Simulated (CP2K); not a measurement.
Runs of CP2K 2026.2 on MgO. It takes space group Fm-3m (No. 225, cubic). The conventional cell has a = 4.194 Å, b = 4.194 Å, c = 4.194 Å, α = 90.00°, β = 90.00°, γ = 90.00°. Around Mg (site symmetry m-3m) lie 6 O at 2.10 Å. O (site symmetry m-3m) is surrounded by 6 Mg at 2.10 Å. The cell is a database's computed one.

```csv
level,cutoff radius of the dispersion sum (A),cutoff of the non-local correlation (Ry),gap on the mesh (eV),pressure (GPa)
PBE+D3,20,-,4.82,6.4
PBE+D2,20,-,4.82,(b)
PBE+D3(BJ),20,-,4.82,(a)
PBE+D4,20,-,4.82,7.7
PBE+rVV10,-,300,4.77,9.5
```

Alike in all rows: task single point; potentials or basis POTENTIAL_UZH Mg GTH-PBE-q10, O GTH-PBE-q6; TZVP-MOLOPT-PBE-GTH basis; no spin polarisation; cell as given; k mesh 11 × 11 × 11; smearing fermi-dirac 0.05 eV.

Problem. Fill in the values left out.

Solution. (a) 5.6; (b) 4.7.

Caveats: the basis of atomic orbitals isn't converged, which shifts pressures, moduli and gaps; the real-space grid breaks the cell's symmetry a little (some runs).

